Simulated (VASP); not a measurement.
# W (Im-3m) in VASP: single point with PBEsol

Aim: the single point of W with PBEsol.

All numbers are computed with VASP 6.6.1; they aren't measurements. Logs are shortened: lines on timing, memory, paths and dates and some standing lists are left out, and cuts for length are marked.

### 1 Starting point

It takes space group Im-3m (No. 229, cubic). Conventional cell: a = 3.155 Å, b = 3.155 Å, c = 3.155 Å, α = 90.00°, β = 90.00°, γ = 90.00°. Around W (site symmetry m-3m) lie 8 W at 2.73 Å.

### 2 Single point, PBEsol

INCAR

```
SYSTEM = W
PREC = Accurate
ENCUT = 520
EDIFF = 1E-7
ISMEAR = 1
SIGMA = 0.1
LREAL = .False.
LASPH = .True.
NELM = 80
ALGO = Fast
ISIF = 2
LWAVE = .False.
LCHARG = .False.
GGA = PS
ICORELEVEL = 1
```

KPOINTS

```
Automatic mesh
0
Gamma
  13 8 53
  0 0 0
```

POSCAR

```
W
1.0
    3.1552140000      0.0000000000      0.0000000000
   -1.5776070000      4.9888313700      0.0000000000
    1.5776070000     -1.9955325500      0.9977662700
W
1
Direct
    0.0000000000      0.0000000000      0.0000000000
```

Potentials or basis: VASP PAW PBE potentials, release 64 (W_sv).

Launch:

```bash
> cat potpaw_PBE.64/W_sv/POTCAR > POTCAR
> mpirun -np 1 vasp_std > vasp.out
```

OUTCAR:

```text
SYSTEM = W
   PREC = Accurate
   ENCUT = 520
   EDIFF = 1E-7
   ISMEAR = 1
   LREAL = .False.
   LASPH = .True.
   NELM = 80
   ISIF = 2
   GGA = PS

 ion  position               nearest neighbor table
   1  0.000  0.000  0.000-

  LATTYP: Found a body centered cubic cell.
 ALAT       =     3.1552139989

  Lattice vectors:

 A1 = (  -1.5776070000,   1.9955325500,  -0.9977662700)
 A2 = (  -1.5776070000,  -1.9955325500,   0.9977662700)
 A3 = (   1.5776070000,   0.9977662700,   1.9955325400)

Analysis of symmetry for initial positions (statically):
=====================================================================
 Subroutine PRICEL returns:
 Original cell was already a primitive cell.

 Routine SETGRP: Setting up the symmetry group for a
 body centered cubic supercell.

 Subroutine GETGRP returns: Found 48 space group operations
 (whereof 48 operations were pure point group operations)
 out of a pool of 48 trial point group operations.

The static configuration has the point symmetry O_h .

Analysis of symmetry for dynamics (positions and initial velocities):
=====================================================================
 Subroutine PRICEL returns:
 Original cell was already a primitive cell.

 Routine SETGRP: Setting up the symmetry group for a
 body centered cubic supercell.

 Subroutine GETGRP returns: Found 48 space group operations
 (whereof 48 operations were pure point group operations)
 out of a pool of 48 trial point group operations.

The dynamic configuration has the point symmetry O_h .

 Subroutine INISYM returns: Found 48 space group operations
 (whereof 48 operations are pure point group operations),
 and found     1 'primitive' translations

----------------------------------------------------------------------------------------

                                     Primitive cell

  volume of cell :      15.7057

  direct lattice vectors                    reciprocal lattice vectors
     3.155214000  0.000000000  0.000000000     0.316935713  0.100223873 -0.300671619
    -1.577607000  4.988831370  0.000000000     0.000000000  0.200447745  0.400895493
     1.577607000 -1.995532550  0.997766270     0.000000000  0.000000000  1.002238731

  length of vectors
     3.155214000  5.232330483  2.732495477     0.448214785  0.448214786  1.002238731

  position of ions in fractional coordinates (direct lattice)
     0.000000000  0.000000000  0.000000000

  ion indices of the primitive-cell ions
   primitive index   ion index
                 1           1

----------------------------------------------------------------------------------------

 KPOINTS: Automatic mesh

Automatic generation of k-mesh.
 Grid dimensions read from file:
 generate k-points for:   13    8   53

 Generating k-lattice:

  Cartesian coordinates                     Fractional coordinates (reciprocal lattice)
     0.024379670  0.007709529 -0.023128586     0.076923077  0.000000000  0.000000000
     0.000000000  0.025055968  0.050111937     0.000000000  0.125000000  0.000000000
     0.000000000  0.000000000  0.018910165     0.000000000  0.000000000  0.018867925

  Length of vectors
     0.034478060  0.056026848  0.018910165

  Shift w.r.t. Gamma in fractional coordinates (k-lattice)
     0.000000000  0.000000000  0.000000000

 -----------------------------------------------------------------------------
|                                                                             |
|           W    W    AA    RRRRR   N    N  II  N    N   GGGG   !!!           |
|           W    W   A  A   R    R  NN   N  II  NN   N  G    G  !!!           |
|           W    W  A    A  R    R  N N  N  II  N N  N  G       !!!           |
|           W WW W  AAAAAA  RRRRR   N  N N  II  N  N N  G  GGG   !            |
|           WW  WW  A    A  R   R   N   NN  II  N   NN  G    G                |
|           W    W  A    A  R    R  N    N  II  N    N   GGGG   !!!           |
|                                                                             |
|     Your reciprocal lattice and k-lattice belong to different lattice       |
|     classes:                                                                |
|                                                                             |
|        The reciprocal lattice is face-centered cubic,                       |
|        whereas your k-lattice is triclinic.                                 |
|                                                                             |
|     Results are often still useful ...                                      |
|                                                                             |
 -----------------------------------------------------------------------------

 WARNING: IBZKPT: internal override: KBLOWUP is changed to .FALSE.
      ... skipping the blow-up phase ...

 Subroutine IBZKPT returns following result:
 ===========================================

 Found   2757 irreducible k-points:

 Following reciprocal coordinates:
            Coordinates               Weight
  0.000000  0.000000  0.000000      1.000000
  0.076923 -0.000000 -0.000000      2.000000
  0.153846  0.000000 -0.000000      2.000000
  0.230769 -0.000000 -0.000000      2.000000
  0.307692  0.000000 -0.000000      2.000000
  0.384615 -0.000000 -0.000000      2.000000
[... 16 lines left out ...]
  0.153846  0.250000  0.000000      2.000000
  0.230769  0.250000 -0.000000      2.000000
 [... further k-points ...]
   k-points           NKPTS =   2757   k-points in BZ     NKDIM =   2757   number of bands    NBANDS=     11
   number of dos      NEDOS =    301   number of ions     NIONS =      1
   total plane-waves  NPLWV =  19200
   dimension x,y,z NGX =    24 NGY =   40 NGZ =   20
   dimension x,y,z NGXF=    48 NGYF=   80 NGZF=   40
   ions per type =               1
   NGX,Y,Z   is equivalent  to a cutoff of  12.65, 12.71, 12.17 a.u.
   NGXF,Y,Z  is equivalent  to a cutoff of  25.29, 25.42, 24.34 a.u.
 SYSTEM =  W
   PREC   = accura    normal or accurate (medium, high low for compatibility)
   ISTART =      0    job   : 0-new  1-cont  2-samecut
   ICHARG =      2    charge: 1-file 2-atom 10-const
   ISPIN  =      1    spin polarized calculation?
   LNONCOLLINEAR =      F non collinear calculations
   LSORBIT =      F    spin-orbit coupling
   LASPH  =      T    aspherical Exc in radial PAW
   ENCUT  =  520.0 eV  38.22 Ry    6.18 a.u.   5.87  9.73  5.08*2*pi/ulx,y,z
   NELM   =     80;   NELMIN=  2; NELMDL= -5     # of ELM steps
   EDIFF  = 0.1E-06   stopping-criterion for ELM
   LREAL  =      F    real-space projection
   EDIFFG = 0.1E-05   stopping-criterion for IOM
   NSW    =      0    number of steps for IOM
   IBRION =     -1    ionic relax: 0-MD 1-quasi-New 2-CG
   NFREE  =      0    steps in history (QN), initial steepest desc. (CG)
   ISIF   =      2    stress and relaxation
   ISYM   =      2    0-nonsym 1-usesym 2-fastsym
   POTIM  = 0.5000    time-step for ionic-motion
   TEBEG  =    0.0;   TEEND  =   0.0 temperature during run
   PSTRESS=    0.0 pullay stress
   NELECT =      14.0000    total number of electrons
   NUPDOWN=      -1.0000    fix difference up-down
   EMIN   =  10.00;   EMAX   =-10.00  energy-range for DOS
   EFERMI =   0.00;   METHOD = LEGACY
   ISMEAR =     1;   SIGMA  =   0.10  broadening in eV -4-tet -1-fermi 0-gaus
   EFERMI_NEDOS =   21; number of points for ismear=-14 and -15
   IALGO  =     68    algorithm
   IMIX   =      4    mixing-type and parameters
     AMIX     =   0.40;   BMIX     =  1.00
     AMIX_MAG =   1.60;   BMIX_MAG =  1.00
  volume/ion in A,a.u.               =      15.71       105.99
  Fermi-wavevector in a.u.,A,eV,Ry     =   1.575549  2.977357 33.774502  2.482356
  Thomas-Fermi vector in A             =   2.676516
   LORBIT       =      0    0 simple, 1 ext, 2 COOP (PROOUT), +10 PAW based schemes
   GGA     = PS    functional components
   LHFCALC =     F    Hartree Fock is set to
   AEXX    =    0.0000 exact exchange contribution
   IVDW    =     0    specifies the selected vdW correction
   LEPSILON=     F    determine dielectric tensor
   LRPA    =     F    only Hartree local field effects (RPA)
 non-spin polarized calculation
 RMM-DIIS sequential band-by-band and
 Methfessel and Paxton  Order N= 1 SIGMA  =   0.10
  energy-cutoff  :      520.00
  volume of cell :       15.71
 maximum number of plane-waves:       436
   NGX = 11   NGY = 19   NGZ = 11

 number of electron      14.0000001 magnetization

 Free energy of the ion-electron system (eV)
  ---------------------------------------------------
  ext. energy  EPLUGINS =         0.00000000
  ---------------------------------------------------
  free energy    TOTEN  =       -13.80549880 eV

  energy without entropy =      -13.80545846  energy(sigma->0) =      -13.80548535

 the core state eigenenergies are
   1-  1s -69451.5194  2s -11972.0828  2p -10465.6874  3s  -2744.6922  3p  -2298.8055
       3d  -1786.7657  4s   -553.1625  4p   -406.9510  4d   -221.8340  4f    -16.7413

 E-fermi :  11.4439     XC(G=0): -13.8136

 val. band max:       11.4433999049   @ k =   0.1538  -0.1250   0.1509
 cond. band min:      11.4463174889   @ k =   0.0000  -0.1250   0.2264
 fundamental gap:      0.0029175840
 Fermi energy:        11.4438975628

 k-point     1 :       0.0000    0.0000    0.0000
  band No.  band energies     occupation
      1     -62.7258      2.00000
      2     -26.2695      2.00000
      3     -26.2695      2.00000
      4     -26.2695      2.00000
      5       1.7045      2.00000
      6      10.1582      2.00000
      7      10.1582      2.00000
      8      10.1582      2.00000
      9      13.6664      0.00000
     10      13.6664      0.00000
     11      25.9717      0.00000

 k-point     2 :       0.0769   -0.0000   -0.0000
  band No.  band energies     occupation
      1     -62.7178      2.00000
      2     -26.3523      2.00000
      3     -26.2953      2.00000
      4     -26.2700      2.00000
      5       1.9934      2.00000
      6       9.9832      2.00000
      7      10.1145      2.00000
      8      10.4385      2.00000
      9      13.3979     -0.00000
     10      13.6689      0.00000
     11      26.2175      0.00000
[... 295 lines left out ...]
 k-point    24 :       0.2308    0.2500   -0.0000
  band No.  band energies     occupation
      1     -62.6598      2.00000
      2     -26.9253      2.00000
      3     -26.4771      2.00000
      4     -26.2752      2.00000
      5       4.0249      2.00000
      6       8.8964      2.00000
      7       9.5308      2.00000
      8      12.7799     -0.00000
      9      12.9934     -0.00000
     10      13.8554      0.00000
     11      26.3882      0.00000

 [... further k-points ...]
[... 5 lines left out ...]
  --------------------------------------------------------------------------------------
  -------------------------------------------------------------------------------------
  Total        0.0307756      0.0307756      0.0307756      0.0000000     -0.0000000     -0.0000000
  in kB        3.1395061      3.1395061      3.1395061      0.0000000     -0.0000000     -0.0000000
  external PRESSURE =       3.1395061 kB  Pullay stress =       0.0000000 kB

 VOLUME and BASIS-vectors are now :
 -----------------------------------------------------------------------------
  energy-cutoff  :      520.00
  volume of cell :       15.71
      direct lattice vectors                 reciprocal lattice vectors
     3.155214000  0.000000000  0.000000000     0.316935713  0.100223873 -0.300671619
    -1.577607000  4.988831370  0.000000000     0.000000000  0.200447745  0.400895493
     1.577607000 -1.995532550  0.997766270     0.000000000  0.000000000  1.002238731

 POSITION                                       TOTAL-FORCE (eV/Angst)
 -----------------------------------------------------------------------------------
      0.00000      0.00000      0.00000         0.000000     -0.000000      0.000000
 -----------------------------------------------------------------------------------
    total drift:                                0.000000      0.000000     -0.000000

  FREE ENERGIE OF THE ION-ELECTRON SYSTEM (eV)
  ---------------------------------------------------
  free  energy   TOTEN  =       -13.8054987979 eV

  energy  without entropy=      -13.8054584564  energy(sigma->0) =      -13.80548535
```

Run time: 12 min. Hardware: 1 thread of Intel Xeon Platinum 8259CL at 2.50GHz (Skylake/Cascade Lake), shared host; peak memory 0.58 GiB.

Results:

```yaml
Free_energy: -13.8055 eV
Pressure: 0.3 GPa
Band_gap_on_the_k_mesh: none (metal or under the smearing width)
```

Levels at points of the mesh, in eV from the Fermi level:
```
           k point  band 5  band 6  band 7  band 8  band 9  band 10
(0.00, 0.00, 0.00)   -9.74   -1.29   -1.29   -1.29    2.22     2.22
(0.00, 0.50, 0.00)   -6.39   -3.65    0.69    2.13    3.12     6.22
```

Core levels (eV, on the scale of the bands):
| atom | levels |
| --- | --- |
| 1 W | 1s -69451.5, 2s -11972.1, 2p -10465.7, 3s -2744.7, 3p -2298.8, 3d -1786.8, 4s -553.2, 4p -407.0, 4d -221.8, 4f -16.7 |

Caveat: the PAW data sets were made with another functional, which shifts forces and pressure a little. The run has no spin-orbit coupling, so splittings on W are missing.
